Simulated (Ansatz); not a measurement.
**Si: what changed settings do**

All trials start from this Ansatz input:

```yaml
crystal:
  lattice:
    - [0.0, 2.7218511865, 2.7218511865]
    - [2.7218511865, 0.0, 2.7218511865]
    - [2.7218511865, 2.7218511865, 0.0]
  atoms:
    - { symbol: Si, position: [0.25, 0.25, 0.25] }
    - { symbol: Si, position: [0.0, 0.0, 0.0] }
basis:
  ecutwfc: 420
kpoints:
  mp_grid: { grid: [8, 8, 8] }
hamiltonian:
  xc: pbe
scf:
  occupations: { method: gaussian, width: 0.1 }
output:
  forces: true
  stress: true
  eigenvalues: true
```

Command:

```bash
ansatz run input.yaml --threads 1 --pin off --max-ram 1331MiB --backend cpu --events-out ev --progress --plain --runs-dir out
```

The run converges in 6 SCF iterations on 29 irreducible k-points: pressure 1.34 GPa, gap on the sampled k-points 0.63 eV. The run took 1.3 s on 1 thread of Arm Neoverse N1, with other jobs on the host, peak memory 0.27 GiB.

The inputs are trials, many of them unsound on purpose. Their numbers show the effect of the settings and aren't properties of the material. Each trial's input is given as a difference from the reference's; energies are extrapolated to zero smearing where there is one, and pressure is positive in compression.

Trial 1:

```diff
 crystal:
+  symmetry: { detect: true }
 kpoints:
-  mp_grid: { grid: [8, 8, 8] }
+  mp_grid: { kspacing: 0.33 }
```

The run converges in 6 SCF iterations on 20 irreducible k-points: energy 2.77 meV per atom above the reference, pressure 1.36 GPa, gap on the sampled k-points 0.58 eV. It took 1 s.

Trial 2:

```diff
 kpoints:
-  mp_grid: { grid: [8, 8, 8] }
+  mp_grid: { grid: [8, 8, 6] }
```

The run converges in 6 SCF iterations on 114 irreducible k-points: energy 1.23 meV per atom above the reference, pressure 1.35 GPa, gap on the sampled k-points 0.62 eV. It took 3.9 s. It warns that the mesh lowers the symmetry.

Trial 3:

```diff
 basis:
-  ecutwfc: 420
+  ecutwfc: 500
 kpoints:
-  mp_grid: { grid: [8, 8, 8] }
+  mp_grid: { grid: [2, 8, 2], shift: [0.65, 0.15, 0.62] }
 hamiltonian:
-  xc: pbe
+  xc: r2scan
 scf:
-  occupations: { method: gaussian, width: 0.1 }
+  occupations: { method: tetrahedron }
+  mixing: { ndim: 3, preconditioner: kerker }
+  initial_density: { chi_scale: 0, normalization: atom }
+  max_iter: 53
 output:
+  populations: true
```

The run converges in 7 SCF iterations on 32 irreducible k-points: pressure -0.25 GPa, largest force 0.037 eV/Å, gap on the sampled k-points 1.57 eV. It took 7 s. It warns that the printed bands weren't solved further after the SCF; that the mesh lowers the symmetry; that forces and stress under tetrahedra may miss the energy's slope.

Trial 4:

```diff
 kpoints:
-  mp_grid: { grid: [8, 8, 8] }
+  mp_grid: { grid: [2, 2, 2] }
 scf:
-  occupations: { method: gaussian, width: 0.1 }
+  occupations: { method: fermi_dirac, width: "0.01 Ry" }
+  mixing: { ndim: 4, preconditioner: kerker }
+  initial_density: { chi_scale: 0, normalization: atom }
+  max_iter: 75
 output:
+  optics: { e_range: [0, 10], sigma: 0.2 }
```

The run converges in 9 SCF iterations on 3 irreducible k-points: energy 1.28 eV per atom above the reference, pressure 8.25 GPa. It took 4.1 s. It warns that optics were asked on partly filled bands.

Trial 5 (volume scaled):

```diff
 crystal:
   lattice:
-    - [0.0, 2.7218511865, 2.7218511865]
-    - [2.7218511865, 0.0, 2.7218511865]
-    - [2.7218511865, 2.7218511865, 0.0]
+    - [0.0, 2.6053390055, 2.6053390055]
+    - [2.6053390055, 0.0, 2.6053390055]
+    - [2.6053390055, 2.6053390055, 0.0]
 basis:
+  xc_grid: 2
 scf:
+  n_extra_bands: 30
+  max_iter: 20
```

The run converges in 6 SCF iterations on 29 irreducible k-points: energy 134 meV per atom above the reference, pressure 17.62 GPa, gap on the sampled k-points 0.39 eV. It took 2.5 s.

Trial 6:

```diff
 basis:
-  ecutwfc: 420
+  ecutwfc: "10 Ha"
+  xc_grid: 1
 scf:
-  occupations: { method: gaussian, width: 0.1 }
+  occupations: { method: methfessel_paxton }
+  mixing: { beta: 0.083, ndim: 6 }
+  initial_density: { chi_scale: 0, normalization: atom }
+  max_iter: 93
```

The run converges in 7 SCF iterations on 29 irreducible k-points: energy 34.6 meV per atom above the reference, pressure 1.46 GPa, gap on the sampled k-points 0.62 eV. It took 0.99 s. It warns that the cutoff lies under the recommended one, 420 eV for these potentials.

Trial 7 (one atom moved):

```diff
 crystal:
   atoms:
-    - { symbol: Si, position: [0.25, 0.25, 0.25] }
+    - { symbol: Si, position: [0.3418492536, 0.3418492536, 0.1581507464] }
 basis:
-  ecutwfc: 420
+  ecutwfc: "32 Ry"
 hamiltonian:
-  xc: pbe
+  xc: r2scan
```

The run converges in 6 SCF iterations on 95 irreducible k-points: pressure 8.02 GPa, largest force 5.162 eV/Å, no gap. It took 7.8 s. It warns that the cutoff lies under the recommended one, 500 eV for these potentials.

Trial 8:

```diff
 basis:
-  ecutwfc: 420
+  ecutwfc: 550
```

The run converges in 6 SCF iterations on 29 irreducible k-points: energy 0.19 meV per atom below the reference, pressure 1.34 GPa, gap on the sampled k-points 0.63 eV. It took 1.8 s.